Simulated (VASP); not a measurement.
# BeTe (F-43m) in VASP: a series of runs

Aim: see how the results for BeTe move with the level of theory and the settings. Levels: BLYP+D3(BJ), BLYP+D4, LDA. Tasks: relaxation of cell and atoms, single point.

All numbers are computed with VASP 6.6.1; they aren't measurements. Logs are shortened: lines on timing, memory, paths and dates and some standing lists are left out, and cuts for length are marked.

**1. Starting point**

The structure is cubic, space group F-43m (No. 216). The conventional cell has a = 5.540 Å, b = 5.540 Å, c = 5.540 Å, α = 90.00°, β = 90.00°, γ = 90.00°. Around Te (site symmetry -43m) lie 4 Be at 2.40 Å. Be (site symmetry -43m) has 4 Te at 2.40 Å as nearest neighbours.

**2. Relaxation of cell and atoms, BLYP+D3(BJ)**

The input, INCAR:

```
PREC = Accurate
ENCUT = 600
EDIFF = 1E-6
ISMEAR = -1
SIGMA = 0.05
LREAL = F
LASPH = T
NELM = 80
ALGO = Normal
ISIF = 3
LWAVE = F
LCHARG = F
GGA = B5
ALDAX = 1.0
AGGAX = 1.0
AGGAC = 1.0
ALDAC = 0.0
IVDW = 12
VDW_S6 = 1.0
VDW_S8 = 2.6996
VDW_A1 = 0.4298
VDW_A2 = 4.2359
IBRION = 2
NSW = 40
EDIFFG = -0.01
```

The input, KPOINTS:

```
Automatic mesh
0
Gamma
  8 8 8
```

The input, POSCAR:

```
BeTe
1.0
    0.0000000000      2.7700000000      2.7700000000
    2.7700000000      0.0000000000      2.7700000000
    2.7700000000      2.7700000000      0.0000000000
Te Be
1 1
Direct
    0.7500000000      0.7500000000      0.7500000000
    0.0000000000      0.0000000000      0.0000000000
```

Potentials or basis: VASP PAW PBE potentials, release 64 (Te, Be).

Run with:

```sh
cat potpaw_PBE.64/Te/POTCAR potpaw_PBE.64/Be/POTCAR > POTCAR
mpirun -np 1 vasp_std > vasp.out
```

OUTCAR:

```text
PREC = Accurate
   ENCUT = 600
   EDIFF = 1E-6
   ISMEAR = -1
   LREAL = F
   LASPH = T
   NELM = 80
   ISIF = 3
   GGA = B5
   IVDW = 12
   IBRION = 2
   NSW = 40
   EDIFFG = -0.01
 IVDW          = 12

 ion  position               nearest neighbor table
   1  0.750  0.750  0.750-   2 2.40   2 2.40   2 2.40   2 2.40
   2  0.000  0.000  0.000-   1 2.40   1 2.40   1 2.40   1 2.40

  LATTYP: Found a face centered cubic cell.
 ALAT       =     5.5400000000

  Lattice vectors:

 A1 = (   0.0000000000,   2.7700000000,   2.7700000000)
 A2 = (   2.7700000000,   0.0000000000,   2.7700000000)
 A3 = (   2.7700000000,   2.7700000000,   0.0000000000)

Analysis of symmetry for initial positions (statically):
=====================================================================
 Subroutine PRICEL returns:
 Original cell was already a primitive cell.

 Routine SETGRP: Setting up the symmetry group for a
 face centered cubic supercell.

 Subroutine GETGRP returns: Found 24 space group operations
 (whereof 24 operations were pure point group operations)
 out of a pool of 48 trial point group operations.

The static configuration has the point symmetry T_d .

Analysis of symmetry for dynamics (positions and initial velocities):
=====================================================================
 Subroutine PRICEL returns:
 Original cell was already a primitive cell.

 Routine SETGRP: Setting up the symmetry group for a
 face centered cubic supercell.

 Subroutine GETGRP returns: Found 24 space group operations
 (whereof 24 operations were pure point group operations)
 out of a pool of 48 trial point group operations.

The dynamic configuration has the point symmetry T_d .

 Subroutine INISYM returns: Found 24 space group operations
 (whereof 24 operations are pure point group operations),
 and found     1 'primitive' translations

----------------------------------------------------------------------------------------

                                     Primitive cell

  volume of cell :      42.5079

  direct lattice vectors                    reciprocal lattice vectors
     0.000000000  2.770000000  2.770000000    -0.180505415  0.180505415  0.180505415
     2.770000000  0.000000000  2.770000000     0.180505415 -0.180505415  0.180505415
     2.770000000  2.770000000  0.000000000     0.180505415  0.180505415 -0.180505415

  length of vectors
     3.917371568  3.917371568  3.917371568     0.312644550  0.312644550  0.312644550

  position of ions in fractional coordinates (direct lattice)
     0.750000000  0.750000000  0.750000000
     0.000000000  0.000000000  0.000000000

  ion indices of the primitive-cell ions
   primitive index   ion index
                 1           1
                 2           2

----------------------------------------------------------------------------------------

 KPOINTS: Automatic mesh

Automatic generation of k-mesh.
 Grid dimensions read from file:
 generate k-points for:    8    8    8

 Generating k-lattice:

  Cartesian coordinates                     Fractional coordinates (reciprocal lattice)
    -0.022563177  0.022563177  0.022563177     0.125000000  0.000000000  0.000000000
     0.022563177 -0.022563177  0.022563177     0.000000000  0.125000000  0.000000000
     0.022563177  0.022563177 -0.022563177     0.000000000  0.000000000  0.125000000

  Length of vectors
     0.039080569  0.039080569  0.039080569

  Shift w.r.t. Gamma in fractional coordinates (k-lattice)
     0.000000000  0.000000000  0.000000000

 Subroutine IBZKPT returns following result:
 ===========================================

 Found     29 irreducible k-points:

 Following reciprocal coordinates:
            Coordinates               Weight
  0.000000  0.000000  0.000000      1.000000
  0.125000  0.000000  0.000000      8.000000
  0.250000  0.000000  0.000000      8.000000
  0.375000  0.000000  0.000000      8.000000
  0.500000  0.000000  0.000000      4.000000
  0.125000  0.125000  0.000000      6.000000
[... 16 lines left out ...]
  0.500000  0.250000  0.125000     48.000000
 -0.375000  0.250000  0.125000     24.000000
 [... further k-points ...]
   k-points           NKPTS =     29   k-points in BZ     NKDIM =     29   number of bands    NBANDS=      8
   number of dos      NEDOS =    301   number of ions     NIONS =      2
   total plane-waves  NPLWV =  32768
   dimension x,y,z NGX =    32 NGY =   32 NGZ =   32
   dimension x,y,z NGXF=    64 NGYF=   64 NGZF=   64
   ions per type =               1   1
   NGX,Y,Z   is equivalent  to a cutoff of  13.58, 13.58, 13.58 a.u.
   NGXF,Y,Z  is equivalent  to a cutoff of  27.16, 27.16, 27.16 a.u.
 SYSTEM =  unknown system
   PREC   = accura    normal or accurate (medium, high low for compatibility)
   ISTART =      0    job   : 0-new  1-cont  2-samecut
   ICHARG =      2    charge: 1-file 2-atom 10-const
   ISPIN  =      1    spin polarized calculation?
   LNONCOLLINEAR =      F non collinear calculations
   LSORBIT =      F    spin-orbit coupling
   LASPH  =      T    aspherical Exc in radial PAW
   ENCUT  =  600.0 eV  44.10 Ry    6.64 a.u.   7.82  7.82  7.82*2*pi/ulx,y,z
   NELM   =     80;   NELMIN=  2; NELMDL= -5     # of ELM steps
   EDIFF  = 0.1E-05   stopping-criterion for ELM
   LREAL  =      F    real-space projection
   EDIFFG = -.1E-01   stopping-criterion for IOM
   NSW    =     40    number of steps for IOM
   IBRION =      2    ionic relax: 0-MD 1-quasi-New 2-CG
   NFREE  =      1    steps in history (QN), initial steepest desc. (CG)
   ISIF   =      3    stress and relaxation
   ISYM   =      2    0-nonsym 1-usesym 2-fastsym
   POTIM  = 0.5000    time-step for ionic-motion
   TEBEG  =    0.0;   TEEND  =   0.0 temperature during run
   PSTRESS=    0.0 pullay stress
   NELECT =       8.0000    total number of electrons
   NUPDOWN=      -1.0000    fix difference up-down
   EMIN   =  10.00;   EMAX   =-10.00  energy-range for DOS
   EFERMI =   0.00;   METHOD = LEGACY
   ISMEAR =    -1;   SIGMA  =   0.05  broadening in eV -4-tet -1-fermi 0-gaus
   EFERMI_NEDOS =   21; number of points for ismear=-14 and -15
   IALGO  =     38    algorithm
   IMIX   =      4    mixing-type and parameters
     AMIX     =   0.40;   BMIX     =  1.00
     AMIX_MAG =   1.60;   BMIX_MAG =  1.00
  volume/ion in A,a.u.               =      21.25       143.43
  Fermi-wavevector in a.u.,A,eV,Ry     =   0.938170  1.772885 11.975354  0.880164
  Thomas-Fermi vector in A             =   2.065355
   LORBIT       =      0    0 simple, 1 ext, 2 COOP (PROOUT), +10 PAW based schemes
   GGA     = B5    functional components
   LHFCALC =     F    Hartree Fock is set to
   AEXX    =    0.0000 exact exchange contribution
   IVDW    =    12    specifies the selected vdW correction
   LEPSILON=     F    determine dielectric tensor
   LRPA    =     F    only Hartree local field effects (RPA)
 conjugate gradient relaxation of ions
 non-spin polarized calculation
  energy-cutoff  :      600.00
  volume of cell :       42.51
 maximum number of plane-waves:      1433
   NGX = 15   NGY = 15   NGZ = 15

--------------------------------------- Ionic step        1  -------------------------------------------

 number of electron       8.0000000 magnetization

 Free energy of the ion-electron system (eV)
  ---------------------------------------------------
  ext. energy  EPLUGINS =         0.00000000
  ---------------------------------------------------
  free energy    TOTEN  =        -6.51207891 eV

  energy without entropy =       -6.51207891  energy(sigma->0) =       -6.51207891

------------------------ aborting loop because EDIFF is reached ----------------------------------------

 Edisp (eV)   -1.60599

 E8    (eV) :    -1.1677

  FORCE on cell =-STRESS in cart. coord.  units (eV):
  Direction    XX          YY          ZZ          XY          YZ          ZX
  --------------------------------------------------------------------------------------
  -------------------------------------------------------------------------------------
  Total       0.25040     0.25040     0.25040    -0.00000     0.00000    -0.00000
  in kB       9.43780     9.43780     9.43780    -0.00000     0.00000    -0.00000
  external pressure =        9.44 kB  Pullay stress =        0.00 kB
[... 61 lines left out ...]
  energy  without entropy=       -8.1197401767  energy(sigma->0) =       -8.11974018

--------------------------------------- Ionic step        3  -------------------------------------------

 number of electron       8.0000000 magnetization

 Free energy of the ion-electron system (eV)
  ---------------------------------------------------
  ext. energy  EPLUGINS =         0.00000000
  ---------------------------------------------------
  free energy    TOTEN  =        -6.53862683 eV

  energy without entropy =       -6.53862683  energy(sigma->0) =       -6.53862683

 E-fermi :   6.8506     XC(G=0):  -8.5700

 val. band max:        5.8948643120   @ k =   0.0000   0.0000   0.0000
 cond. band min:       8.0550847201   @ k =   0.5000   0.5000   0.0000
 fundamental gap:      2.1602204081
 Fermi energy:         6.8506078629

 k-point     1 :       0.0000    0.0000    0.0000
  band No.  band energies     occupation
      1      -6.5770      2.00000
      2       5.8949      2.00000
      3       5.8949      2.00000
      4       5.8949      2.00000
      5       9.5888      0.00000
      6       9.5888      0.00000
      7       9.5888      0.00000
      8      10.1683      0.00000
[... 243 lines left out ...]
 k-point    24 :      -0.3750    0.2500    0.1250
  band No.  band energies     occupation
      1      -4.9253      2.00000
      2       0.6830      2.00000
      3       2.9453      2.00000
      4       3.9374      2.00000
      5      10.2622      0.00000
      6      10.4937      0.00000
      7      12.7620      0.00000
      8      13.8811      0.00000

 [... further k-points ...]

------------------------ aborting loop because EDIFF is reached ----------------------------------------

 Edisp (eV)   -1.58123

 E8    (eV) :    -1.1496

  FORCE on cell =-STRESS in cart. coord.  units (eV):
  Direction    XX          YY          ZZ          XY          YZ          ZX
  --------------------------------------------------------------------------------------
  -------------------------------------------------------------------------------------
  Total       0.00112     0.00112     0.00112    -0.00000     0.00000    -0.00000
  in kB       0.04166     0.04166     0.04166    -0.00000     0.00000    -0.00000
  external pressure =        0.04 kB  Pullay stress =        0.00 kB
[... 17 lines left out ...]
  FREE ENERGIE OF THE ION-ELECTRON SYSTEM (eV)
  ---------------------------------------------------
  free  energy   TOTEN  =        -8.1198535085 eV

  energy  without entropy=       -8.1198535085  energy(sigma->0) =       -8.11985351

 reached required accuracy - stopping structural energy minimisation
```

Run time: 63 s. Hardware: 1 thread of Intel Xeon Platinum 8488C (Sapphire Rapids), shared host; peak memory 0.18 GiB.

What came out:

```
Free energy                            : -8.1199 eV
Relaxed volume                         : 21.56 Å³/atom
Relaxed cell                           : a = 3.936 Å, b = 3.936 Å, c = 3.936 Å, α = 60.00°, β = 60.00°, γ = 60.00°
Space group after relaxing (to 0.05 Å) : F-43m (No. 216)
Energy gained by relaxing              : 0.9 meV/atom
Ionic steps                            : 3
Pressure after relaxing                : 0.0 GPa
Band gap on the k mesh                 : 2.16 eV, indirect (least direct gap 3.69 eV)
Dispersion energy per atom             : -0.791 eV
```

Step by step:
```
step  energy change (eV)  largest force (eV/Å)  pressure (GPa)  volume (Å³)
   1              0.0000                0.0000            0.94        42.51
   2             -0.0017                0.0000           -0.22        43.28
   3             -0.0018                0.0000            0.00        43.13
```

Final structure:
```
CELL_PARAMETERS angstrom
0.00000 2.78337 2.78337
2.78337 0.00000 2.78337
2.78337 2.78337 0.00000
ATOMIC_POSITIONS crystal
Te 0.75000 0.75000 0.75000
Be 0.00000 0.00000 0.00000
```

Caveat: the PAW data sets were made with another functional, which shifts forces and pressure a little; spin-orbit coupling is left out, which moves the levels of the heavy elements. Zero-point motion and thermal expansion aren't in these numbers.

**3. Relaxation of cell and atoms, BLYP+D4**

The input, INCAR:

```
AGGAC = 1.0
AGGAX = 1.0
ALDAC = 0.0
ALDAX = 1.0
ALGO = Normal
EDIFF = 1E-6
EDIFFG = -0.02
ENCUT = 600
GGA = B5
IBRION = 2
ISIF = 3
ISMEAR = -1
IVDW = 13
LASPH = True
LCHARG = False
LREAL = False
LWAVE = False
NELM = 80
NSW = 60
PREC = Accurate
SIGMA = 0.05
VDW_A1 = 0.44488865
VDW_A2 = 4.0933009
VDW_S6 = 1.0
VDW_S8 = 2.34076671
```

The input, KPOINTS:

```
k-points
0
Gamma
  8 8 8
```

POSCAR is that of step 2.

Potentials or basis: VASP PAW PBE potentials, release 64 (Te, Be).

Run with:

```sh
cat potpaw_PBE.64/Te/POTCAR potpaw_PBE.64/Be/POTCAR > POTCAR
mpirun -np 1 vasp_std > vasp.out
```

OUTCAR:

```text
EDIFF = 1E-6
   EDIFFG = -0.02
   ENCUT = 600
   GGA = B5
   IBRION = 2
   ISIF = 3
   ISMEAR = -1
   IVDW = 13
   LASPH = True
   LREAL = False
   NELM = 80
   NSW = 60
   PREC = Accurate

 ion  position               nearest neighbor table
   1  0.750  0.750  0.750-   2 2.40   2 2.40   2 2.40   2 2.40
   2  0.000  0.000  0.000-   1 2.40   1 2.40   1 2.40   1 2.40

  LATTYP: Found a face centered cubic cell.
 ALAT       =     5.5400000000

  Lattice vectors:

 A1 = (   0.0000000000,   2.7700000000,   2.7700000000)
 A2 = (   2.7700000000,   0.0000000000,   2.7700000000)
 A3 = (   2.7700000000,   2.7700000000,   0.0000000000)

Analysis of symmetry for initial positions (statically):
=====================================================================
 Subroutine PRICEL returns:
 Original cell was already a primitive cell.

 Routine SETGRP: Setting up the symmetry group for a
 face centered cubic supercell.
[... 252 lines left out ...]
  ext. energy  EPLUGINS =         0.00000000
  ---------------------------------------------------
  free energy    TOTEN  =        -6.57486438 eV

  energy without entropy =       -6.57486438  energy(sigma->0) =       -6.57486438

 E-fermi :   6.6195     XC(G=0):  -8.4752

 val. band max:        5.6124780369   @ k =   0.0000   0.0000   0.0000
 cond. band min:       7.8282162417   @ k =   0.5000   0.5000   0.0000
 fundamental gap:      2.2157382048
 Fermi energy:         6.6194988548

 k-point     1 :       0.0000    0.0000    0.0000
  band No.  band energies     occupation
      1      -6.6952      2.00000
      2       5.6125      2.00000
      3       5.6125      2.00000
      4       5.6125      2.00000
      5       9.3250      0.00000
      6       9.3250      0.00000
      7       9.3250      0.00000
      8       9.6948      0.00000
[... 243 lines left out ...]
 k-point    24 :      -0.3750    0.2500    0.1250
  band No.  band energies     occupation
      1      -5.1171      2.00000
      2       0.5438      2.00000
      3       2.7511      2.00000
      4       3.7268      2.00000
      5       9.9691      0.00000
      6      10.1904      0.00000
      7      12.3988      0.00000
      8      13.5133      0.00000

 [... further k-points ...]

------------------------ aborting loop because EDIFF is reached ----------------------------------------

  DFT-D4 for vdW energy calculation

  Edisp (eV):   -1.22844
[... 25 lines left out ...]
  FREE ENERGIE OF THE ION-ELECTRON SYSTEM (eV)
  ---------------------------------------------------
  free  energy   TOTEN  =        -7.8033029451 eV

  energy  without entropy=       -7.8033029450  energy(sigma->0) =       -7.80330295

 reached required accuracy - stopping structural energy minimisation
```

OSZICAR:

```text
N       E                     dE             d eps       ncg     rms          rms(c)
DAV:   1     0.242682599470E+02    0.24268E+02   -0.36666E+03   464   0.894E+02
DAV:   2    -0.591669380938E+01   -0.30185E+02   -0.28857E+02   656   0.108E+02
DAV:   3    -0.670772624814E+01   -0.79103E+00   -0.79103E+00   536   0.232E+01
[... 21 lines left out ...]
DAV:   2    -0.657526303197E+01    0.16232E-02   -0.36680E-03   472   0.339E-01    0.115E-01
DAV:   3    -0.657488968491E+01    0.37335E-03   -0.16396E-03   544   0.203E-01    0.584E-02
DAV:   4    -0.657487475613E+01    0.14929E-04   -0.39175E-05   560   0.474E-02    0.450E-02
DAV:   5    -0.657486456860E+01    0.10188E-04   -0.23594E-05   592   0.294E-02    0.971E-03
DAV:   6    -0.657486438265E+01    0.18595E-06   -0.10475E-06   320   0.689E-03
   3 F= -.78033029E+01 E0= -.78033029E+01  d E =-.130767E-01
```

CONTCAR:

```text
BeTe
   1.00000000000000
    -0.0000000000000000    2.8062071510895628    2.8062071510895628
     2.8062071510895628   -0.0000000000000000    2.8062071510895628
     2.8062071510895628    2.8062071510895628   -0.0000000000000000
  Te              Be
     1     1
Direct
     0.7500000000000000    0.7500000000000000    0.7500000000000000
     0.0000000000000000    0.0000000000000000    0.0000000000000000

  0.00000000E+00  0.00000000E+00  0.00000000E+00
  0.00000000E+00  0.00000000E+00  0.00000000E+00
```

Wall time 68 s (1 thread of Intel Xeon Platinum 8488C (Sapphire Rapids), shared host); peak memory 0.18 GiB.

What came out:

* Free energy: -7.8033 eV
* Relaxed volume: 22.10 Å³/atom
* Relaxed cell: a = 3.969 Å, b = 3.969 Å, c = 3.969 Å, α = 60.00°, β = 60.00°, γ = 60.00°
* Space group after relaxing (to 0.05 Å): F-43m (No. 216)
* Energy gained by relaxing: 6.5 meV/atom
* Ionic steps: 3
* Pressure after relaxing: 0.0 GPa
* Band gap on the k mesh: 2.22 eV, indirect (least direct gap 3.71 eV)
* Dispersion energy per atom: -0.614 eV

Step by step:
```tsv
step	energy change (eV)	largest force (eV/Å)	pressure (GPa)	volume (Å³)
1	0.0000	0.0000	2.57	42.51
2	-0.0123	0.0000	-0.58	44.64
3	-0.0131	0.0000	0.00	44.20
```

Final structure:
```yaml
crystal:
  lattice:
    - [0.00000, 2.80621, 2.80621]
    - [2.80621, 0.00000, 2.80621]
    - [2.80621, 2.80621, 0.00000]
  atoms:
    - { symbol: Te, position: [0.75000, 0.75000, 0.75000] }
    - { symbol: Be, position: [0.00000, 0.00000, 0.00000] }
```

Levels at points of the mesh, in eV from the valence-band top:
```csv
k point,band 1,band 2,band 3,band 4,band 5,band 6,band 7,band 8
"(0.00, 0.00, 0.00)",-12.31,0.00,0.00,0.00,3.71,3.71,3.71,4.08
"(0.50, 0.00, 0.00)",-10.97,-5.49,-1.13,-1.13,3.26,4.73,4.73,8.09
"(0.50, 0.50, 0.00)",-10.48,-5.07,-2.63,-2.63,2.22,2.84,9.79,9.79
```

Caveat: the PAW data sets were made with another functional, which shifts forces and pressure a little; spin-orbit coupling is left out, which moves the levels of the heavy elements. Zero-point motion and thermal expansion aren't in these numbers.

**4. Single point, LDA**

The input, INCAR:

```
SYSTEM = BeTe
  PREC = Accurate
  ENCUT = 520
  EDIFF = 1E-6
  ISMEAR = 0
  SIGMA = 0.02
  LREAL = .FALSE.
  LASPH = .TRUE.
  NELM = 60
  ALGO = Normal
  ISIF = 2
  LWAVE = .FALSE.
  LCHARG = .FALSE.
  NBANDS = 11
```

The input, KPOINTS:

```
Automatic mesh
0
G
  8 8 8
  0 0 0
```

POSCAR is that of step 3.

Potentials or basis: VASP PAW LDA potentials, release 64 (Te, Be).

Run with:

```sh
cat potpaw_LDA.64/Te/POTCAR potpaw_LDA.64/Be/POTCAR > POTCAR
mpirun -np 1 vasp_std > vasp.out
```

It took 6.7 s on 1 thread of AMD EPYC 9R14 (Zen 4), shared host; peak memory 0.12 GiB.

It converged, with:

```yaml
Free_energy: -8.7254 eV
Pressure: 0.8 GPa
Band_gap_on_the_k_mesh: 1.75 eV, indirect (least direct gap 3.54 eV)
```

Levels at points of the mesh, in eV from the valence-band top:
| k point | band 2 | band 3 | band 4 | band 5 | band 6 | band 7 |
| --- | --- | --- | --- | --- | --- | --- |
| (0.00, 0.00, 0.00) | 0.00 | 0.00 | 0.00 | 3.54 | 3.54 | 3.54 |
| (0.50, 0.00, 0.00) | -5.86 | -1.22 | -1.22 | 3.19 | 4.53 | 4.53 |
| (0.50, 0.50, 0.00) | -5.35 | -2.83 | -2.83 | 1.75 | 2.58 | 9.91 |

Caveat: spin-orbit coupling is left out, which moves the levels of the heavy elements. A k mesh can miss the band edges.

[end of part 1 of 2]
